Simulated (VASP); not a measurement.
# Ti (Im-3m) in VASP: band structure with PBEsol

Aim: the band structure of Ti with PBEsol.

Everything below comes from runs of VASP 6.6.1. Logs are shortened: lines on timing, memory, paths and dates and some standing lists are left out, and cuts for length are marked.

## 1. The crystal as given

Symmetry: Im-3m, No. 229, cubic system. Conventional cell: a = 3.205 Å, b = 3.205 Å, c = 3.205 Å, α = 90.00°, β = 90.00°, γ = 90.00°. Ti (site symmetry m-3m) has 8 Ti at 2.78 Å as nearest neighbours.

This isn't the form of Ti at room conditions, which is hcp.

## 2. Band structure, PBEsol

INCAR reads:

```
SYSTEM = Ti
ALGO = Fast
EDIFF = 1E-6
ENCUT = 520
GGA = PS
ICORELEVEL = 1
ISIF = 2
ISMEAR = 1
LASPH = .True.
LCHARG = .False.
LMAXMIX = 4
LREAL = .False.
LWAVE = .False.
NBANDS = 12
NELM = 80
PREC = Accurate
SIGMA = 0.1
```

KPOINTS reads:

```
k-points
0
Gamma
  16 16 16
  0 0 0
```

POSCAR reads:

```
Ti                                      
1.0
   -1.6027497793      1.6027497793      1.6027497793
    1.6027497793     -1.6027497793      1.6027497793
    1.6027497793      1.6027497793     -1.6027497793
  Ti            
     1
Direct
     0.0000000000000000    0.0000000000000000    0.0000000000000000
```

KPOINTS_OPT reads:

```
explicit points
94
Reciprocal
 0.0000000000  0.0000000000  0.0000000000 1
 0.0357142857 -0.0357142857  0.0357142857 1
 0.0714285714 -0.0714285714  0.0714285714 1
 0.1071428571 -0.1071428571  0.1071428571 1
 0.1428571429 -0.1428571429  0.1428571429 1
 0.1785714286 -0.1785714286  0.1785714286 1
 0.2142857143 -0.2142857143  0.2142857143 1
 0.2500000000 -0.2500000000  0.2500000000 1
 0.2857142857 -0.2857142857  0.2857142857 1
 0.3214285714 -0.3214285714  0.3214285714 1
 0.3571428571 -0.3571428571  0.3571428571 1
 0.3928571429 -0.3928571429  0.3928571429 1
 0.4285714286 -0.4285714286  0.4285714286 1
 0.4642857143 -0.4642857143  0.4642857143 1
 0.5000000000 -0.5000000000  0.5000000000 1
 0.5000000000 -0.5000000000  0.5000000000 1
 0.4642857143 -0.4642857143  0.5000000000 1
 0.4285714286 -0.4285714286  0.5000000000 1
 0.3928571429 -0.3928571429  0.5000000000 1
 0.3571428571 -0.3571428571  0.5000000000 1
 0.3214285714 -0.3214285714  0.5000000000 1
 0.2857142857 -0.2857142857  0.5000000000 1
 0.2500000000 -0.2500000000  0.5000000000 1
 0.2142857143 -0.2142857143  0.5000000000 1
 0.1785714286 -0.1785714286  0.5000000000 1
 0.1428571429 -0.1428571429  0.5000000000 1
 0.1071428571 -0.1071428571  0.5000000000 1
 0.0714285714 -0.0714285714  0.5000000000 1
 0.0357142857 -0.0357142857  0.5000000000 1
 0.0000000000  0.0000000000  0.5000000000 1
 0.0000000000  0.0000000000  0.5000000000 1
 0.0000000000  0.0000000000  0.4642857143 1
 0.0000000000  0.0000000000  0.4285714286 1
 0.0000000000  0.0000000000  0.3928571429 1
 0.0000000000  0.0000000000  0.3571428571 1
 0.0000000000  0.0000000000  0.3214285714 1
 0.0000000000  0.0000000000  0.2857142857 1
 0.0000000000  0.0000000000  0.2500000000 1
 0.0000000000  0.0000000000  0.2142857143 1
 0.0000000000  0.0000000000  0.1785714286 1
 0.0000000000  0.0000000000  0.1428571429 1
 0.0000000000  0.0000000000  0.1071428571 1
 0.0000000000  0.0000000000  0.0714285714 1
 0.0000000000  0.0000000000  0.0357142857 1
 0.0000000000  0.0000000000  0.0000000000 1
 0.0000000000  0.0000000000  0.0000000000 1
 0.0178571429  0.0178571429  0.0178571429 1
 0.0357142857  0.0357142857  0.0357142857 1
 0.0535714286  0.0535714286  0.0535714286 1
 0.0714285714  0.0714285714  0.0714285714 1
 0.0892857143  0.0892857143  0.0892857143 1
 0.1071428571  0.1071428571  0.1071428571 1
 0.1250000000  0.1250000000  0.1250000000 1
 0.1428571429  0.1428571429  0.1428571429 1
 0.1607142857  0.1607142857  0.1607142857 1
 0.1785714286  0.1785714286  0.1785714286 1
 0.1964285714  0.1964285714  0.1964285714 1
 0.2142857143  0.2142857143  0.2142857143 1
 0.2321428571  0.2321428571  0.2321428571 1
 0.2500000000  0.2500000000  0.2500000000 1
 0.2500000000  0.2500000000  0.2500000000 1
 0.2678571429  0.1964285714  0.2678571429 1
 0.2857142857  0.1428571429  0.2857142857 1
 0.3035714286  0.0892857143  0.3035714286 1
 0.3214285714  0.0357142857  0.3214285714 1
 0.3392857143 -0.0178571429  0.3392857143 1
 0.3571428571 -0.0714285714  0.3571428571 1
 0.3750000000 -0.1250000000  0.3750000000 1
 0.3928571429 -0.1785714286  0.3928571429 1
 0.4107142857 -0.2321428571  0.4107142857 1
 0.4285714286 -0.2857142857  0.4285714286 1
 0.4464285714 -0.3392857143  0.4464285714 1
 0.4642857143 -0.3928571429  0.4642857143 1
 0.4821428571 -0.4464285714  0.4821428571 1
 0.5000000000 -0.5000000000  0.5000000000 1
 0.2500000000  0.2500000000  0.2500000000 1
 0.2321428571  0.2321428571  0.2678571429 1
 0.2142857143  0.2142857143  0.2857142857 1
 0.1964285714  0.1964285714  0.3035714286 1
 0.1785714286  0.1785714286  0.3214285714 1
 0.1607142857  0.1607142857  0.3392857143 1
 0.1428571429  0.1428571429  0.3571428571 1
 0.1250000000  0.1250000000  0.3750000000 1
 0.1071428571  0.1071428571  0.3928571429 1
 0.0892857143  0.0892857143  0.4107142857 1
 0.0714285714  0.0714285714  0.4285714286 1
 0.0535714286  0.0535714286  0.4464285714 1
 0.0357142857  0.0357142857  0.4642857143 1
 0.0178571429  0.0178571429  0.4821428571 1
 0.0000000000  0.0000000000  0.5000000000 1
 0.0000000000  0.0000000000  0.0000000000 1
 0.5000000000 -0.5000000000  0.5000000000 1
 0.2500000000  0.2500000000  0.2500000000 1
 0.0000000000  0.0000000000  0.5000000000 1
```

Potentials or basis: VASP PAW PBE potentials, release 64 (Ti_sv).

Command:

```sh
> cat potpaw_PBE.64/Ti_sv/POTCAR > POTCAR
> mpirun -np 1 vasp_std > vasp.out
```

OUTCAR:

```text
SYSTEM = Ti
   EDIFF = 1E-6
   ENCUT = 520
   GGA = PS
   ISIF = 2
   ISMEAR = 1
   LASPH = .True.
   LREAL = .False.
   NELM = 80
   PREC = Accurate

 ion  position               nearest neighbor table
   1  0.000  0.000  0.000-

  LATTYP: Found a body centered cubic cell.
 ALAT       =     3.2054995586

  Lattice vectors:

 A1 = (  -1.6027497793,   1.6027497793,   1.6027497793)
 A2 = (   1.6027497793,  -1.6027497793,   1.6027497793)
 A3 = (   1.6027497793,   1.6027497793,  -1.6027497793)

Analysis of symmetry for initial positions (statically):
=====================================================================
 Subroutine PRICEL returns:
 Original cell was already a primitive cell.

 Routine SETGRP: Setting up the symmetry group for a
 body centered cubic supercell.

 Subroutine GETGRP returns: Found 48 space group operations
 (whereof 48 operations were pure point group operations)
 out of a pool of 48 trial point group operations.

The static configuration has the point symmetry O_h .

Analysis of symmetry for dynamics (positions and initial velocities):
=====================================================================
 Subroutine PRICEL returns:
 Original cell was already a primitive cell.

 Routine SETGRP: Setting up the symmetry group for a
 body centered cubic supercell.

 Subroutine GETGRP returns: Found 48 space group operations
 (whereof 48 operations were pure point group operations)
 out of a pool of 48 trial point group operations.

The dynamic configuration has the point symmetry O_h .

 Subroutine INISYM returns: Found 48 space group operations
 (whereof 48 operations are pure point group operations),
 and found     1 'primitive' translations

----------------------------------------------------------------------------------------

                                     Primitive cell

  volume of cell :      16.4686

  direct lattice vectors                    reciprocal lattice vectors
    -1.602749779  1.602749779  1.602749779     0.000000000  0.311963855  0.311963855
     1.602749779 -1.602749779  1.602749779     0.311963855  0.000000000  0.311963855
     1.602749779  1.602749779 -1.602749779     0.311963855  0.311963855  0.000000000

  length of vectors
     2.776044050  2.776044050  2.776044050     0.441183515  0.441183515  0.441183515

  position of ions in fractional coordinates (direct lattice)
     0.000000000  0.000000000  0.000000000

  ion indices of the primitive-cell ions
   primitive index   ion index
                 1           1

----------------------------------------------------------------------------------------

 KPOINTS: k-points

Automatic generation of k-mesh.
 Grid dimensions read from file:
 generate k-points for:   16   16   16

 Generating k-lattice:

  Cartesian coordinates                     Fractional coordinates (reciprocal lattice)
     0.000000000  0.019497741  0.019497741     0.062500000  0.000000000  0.000000000
     0.019497741  0.000000000  0.019497741     0.000000000  0.062500000  0.000000000
     0.019497741  0.019497741  0.000000000     0.000000000  0.000000000  0.062500000

  Length of vectors
     0.027573970  0.027573970  0.027573970

  Shift w.r.t. Gamma in fractional coordinates (k-lattice)
     0.000000000  0.000000000  0.000000000

 Subroutine IBZKPT returns following result:
 ===========================================

 Found    145 irreducible k-points:

 Following reciprocal coordinates:
            Coordinates               Weight
  0.000000  0.000000  0.000000      1.000000
  0.062500  0.000000  0.000000     12.000000
  0.125000  0.000000  0.000000     12.000000
  0.187500  0.000000  0.000000     12.000000
  0.250000  0.000000  0.000000     12.000000
  0.312500  0.000000  0.000000     12.000000
[... 16 lines left out ...]
  0.187500  0.187500  0.000000     24.000000
  0.250000  0.187500  0.000000     48.000000
 [... further k-points ...]
   k-points           NKPTS =    145   k-points in BZ     NKDIM =    145   number of bands    NBANDS=     12
   number of dos      NEDOS =    301   number of ions     NIONS =      1
   total plane-waves  NPLWV =  13824
   dimension x,y,z NGX =    24 NGY =   24 NGZ =   24
   dimension x,y,z NGXF=    48 NGYF=   48 NGZF=   48
   ions per type =               1
   NGX,Y,Z   is equivalent  to a cutoff of  14.37, 14.37, 14.37 a.u.
   NGXF,Y,Z  is equivalent  to a cutoff of  28.75, 28.75, 28.75 a.u.
 SYSTEM =  Ti
   PREC   = accura    normal or accurate (medium, high low for compatibility)
   ISTART =      0    job   : 0-new  1-cont  2-samecut
   ICHARG =      2    charge: 1-file 2-atom 10-const
   ISPIN  =      1    spin polarized calculation?
   LNONCOLLINEAR =      F non collinear calculations
   LSORBIT =      F    spin-orbit coupling
   LASPH  =      T    aspherical Exc in radial PAW
   ENCUT  =  520.0 eV  38.22 Ry    6.18 a.u.   5.16  5.16  5.16*2*pi/ulx,y,z
   NELM   =     80;   NELMIN=  2; NELMDL= -5     # of ELM steps
   EDIFF  = 0.1E-05   stopping-criterion for ELM
   LREAL  =      F    real-space projection
   EDIFFG = 0.1E-04   stopping-criterion for IOM
   NSW    =      0    number of steps for IOM
   IBRION =     -1    ionic relax: 0-MD 1-quasi-New 2-CG
   NFREE  =      0    steps in history (QN), initial steepest desc. (CG)
   ISIF   =      2    stress and relaxation
   ISYM   =      2    0-nonsym 1-usesym 2-fastsym
   POTIM  = 0.5000    time-step for ionic-motion
   TEBEG  =    0.0;   TEEND  =   0.0 temperature during run
   PSTRESS=    0.0 pullay stress
   NELECT =      12.0000    total number of electrons
   NUPDOWN=      -1.0000    fix difference up-down
   EMIN   =  10.00;   EMAX   =-10.00  energy-range for DOS
   EFERMI =   0.00;   METHOD = LEGACY
   ISMEAR =     1;   SIGMA  =   0.10  broadening in eV -4-tet -1-fermi 0-gaus
   EFERMI_NEDOS =   21; number of points for ismear=-14 and -15
   IALGO  =     68    algorithm
   IMIX   =      4    mixing-type and parameters
     AMIX     =   0.40;   BMIX     =  1.00
     AMIX_MAG =   1.60;   BMIX_MAG =  1.00
  volume/ion in A,a.u.               =      16.47       111.14
  Fermi-wavevector in a.u.,A,eV,Ry     =   1.473159  2.783866 29.527315  2.170196
  Thomas-Fermi vector in A             =   2.588086
   LORBIT       =      0    0 simple, 1 ext, 2 COOP (PROOUT), +10 PAW based schemes
   GGA     = PS    functional components
   LHFCALC =     F    Hartree Fock is set to
   AEXX    =    0.0000 exact exchange contribution
   IVDW    =     0    specifies the selected vdW correction
   LEPSILON=     F    determine dielectric tensor
   LRPA    =     F    only Hartree local field effects (RPA)
 non-spin polarized calculation
 RMM-DIIS sequential band-by-band and
 Methfessel and Paxton  Order N= 1 SIGMA  =   0.10
  energy-cutoff  :      520.00
  volume of cell :       16.47
 maximum number of plane-waves:       466
 NGX is ok and might be reduce to    24
   NGX = 11   NGY = 11   NGZ = 11

 number of electron      12.0000001 magnetization

 Free energy of the ion-electron system (eV)
  ---------------------------------------------------
  ext. energy  EPLUGINS =         0.00000000
  ---------------------------------------------------
  free energy    TOTEN  =        -8.23763333 eV

  energy without entropy =       -8.23957974  energy(sigma->0) =       -8.23828213

 the core state eigenenergies are
   1-  1s  -4853.8887  2s   -522.3183  2p   -429.6267

 E-fermi :   8.5238     XC(G=0): -11.8876

 val. band max:        8.5193301970   @ k =  -0.3750   0.3750   0.1250
 cond. band min:       8.5268821790   @ k =   0.3125   0.1875   0.0625
 fundamental gap:      0.0075519821
 Fermi energy:         8.5237774888

 k-point     1 :       0.0000    0.0000    0.0000
  band No.  band energies     occupation
      1     -47.6749      2.00000
      2     -23.5570      2.00000
      3     -23.5570      2.00000
      4     -23.5570      2.00000
      5       2.4544      2.00000
      6       9.5494     -0.00000
      7       9.5494     -0.00000
      8       9.5494     -0.00000
      9      11.4417      0.00000
     10      11.4417      0.00000
     11      26.3181      0.00000
     12      26.3181      0.00000

 k-point     2 :       0.0625    0.0000    0.0000
  band No.  band energies     occupation
      1     -47.6686      2.00000
      2     -23.5893      2.00000
      3     -23.5668      2.00000
      4     -23.5572      2.00000
      5       2.5954      2.00000
      6       9.4829     -0.00000
      7       9.5312     -0.00000
      8       9.6543     -0.00000
      9      11.3627      0.00000
     10      11.4455      0.00000
     11      26.1519      0.00000
     12      26.4268      0.00000
[... 316 lines left out ...]
 k-point    24 :       0.2500    0.1875    0.0000
  band No.  band energies     occupation
      1     -47.5280      2.00000
      2     -24.1886      2.00000
      3     -23.8126      2.00000
      4     -23.6249      2.00000
      5       6.1647      2.00000
      6       8.1159      2.00000
      7       8.5407      0.71822
      8      11.1112      0.00000
      9      11.8623      0.00000
     10      13.0339      0.00000
     11      20.5816      0.00000
     12      21.5949      0.00000

 [... further k-points ...]

------------------------ aborting loop because EDIFF is reached ----------------------------------------

  FORCE on cell =-STRESS in cart. coord.  units (eV):
  Direction    XX          YY          ZZ          XY          YZ          ZX
  --------------------------------------------------------------------------------------
  -------------------------------------------------------------------------------------
  Total       -0.0014012     -0.0014012     -0.0014012      0.0000000      0.0000000      0.0000000
  in kB       -0.1363218     -0.1363218     -0.1363218      0.0000000      0.0000000      0.0000000
  external PRESSURE =      -0.1363218 kB  Pullay stress =       0.0000000 kB

 VOLUME and BASIS-vectors are now :
 -----------------------------------------------------------------------------
  energy-cutoff  :      520.00
  volume of cell :       16.47
      direct lattice vectors                 reciprocal lattice vectors
    -1.602749779  1.602749779  1.602749779     0.000000000  0.311963855  0.311963855
     1.602749779 -1.602749779  1.602749779     0.311963855  0.000000000  0.311963855
     1.602749779  1.602749779 -1.602749779     0.311963855  0.311963855  0.000000000

 POSITION                                       TOTAL-FORCE (eV/Angst)
 -----------------------------------------------------------------------------------
      0.00000      0.00000      0.00000         0.000000      0.000000      0.000000
 -----------------------------------------------------------------------------------
    total drift:                                0.000000      0.000000     -0.000000

  FREE ENERGIE OF THE ION-ELECTRON SYSTEM (eV)
  ---------------------------------------------------
  free  energy   TOTEN  =        -8.2376333306 eV

  energy  without entropy=       -8.2395797391  energy(sigma->0) =       -8.23828213
```

Run time: 38 s. Hardware: 1 thread of Intel Xeon Platinum 8488C (Sapphire Rapids), shared host; peak memory 0.16 GiB.

Results:

* Free energy: -8.2376 eV
* Pressure: 0.0 GPa
* Band gap along the path: none (metal or under the smearing width)

Levels at the corners of the path, in eV from the Fermi level:
```tsv
point	band 2	band 3	band 4	band 5	band 6	band 7	band 8	band 9	band 10	band 11
Γ	-32.08	-32.08	-32.08	-6.07	1.03	1.03	1.03	2.92	2.92	17.79
H	-32.63	-32.63	-32.63	-2.29	-2.29	4.20	4.20	4.20	8.79	8.79
H	-32.63	-32.63	-32.63	-2.29	-2.29	4.20	4.20	4.20	8.79	8.79
N	-32.89	-32.33	-32.09	-2.60	-0.47	1.32	2.91	3.29	4.58	9.38
N	-32.89	-32.33	-32.09	-2.60	-0.47	1.32	2.91	3.29	4.58	9.38
Γ	-32.08	-32.08	-32.08	-6.07	1.03	1.03	1.03	2.92	2.92	17.79
Γ	-32.08	-32.08	-32.08	-6.07	1.03	1.03	1.03	2.92	2.92	17.79
P	-32.48	-32.48	-32.48	-0.63	-0.63	-0.63	3.36	3.36	9.60	9.60
P	-32.48	-32.48	-32.48	-0.63	-0.63	-0.63	3.36	3.36	9.60	9.60
H	-32.63	-32.63	-32.63	-2.29	-2.29	4.20	4.20	4.20	8.79	8.79
P	-32.48	-32.48	-32.48	-0.63	-0.63	-0.63	3.36	3.36	9.60	9.60
N	-32.89	-32.33	-32.09	-2.60	-0.47	1.32	2.91	3.29	4.58	9.38
```

Core levels (eV, on the scale of the bands):
```tsv
atom	levels
1 Ti	1s -4853.9, 2s -522.3, 2p -429.6
```

Caveat: the PAW data sets were made with another functional, which shifts forces and pressure a little.
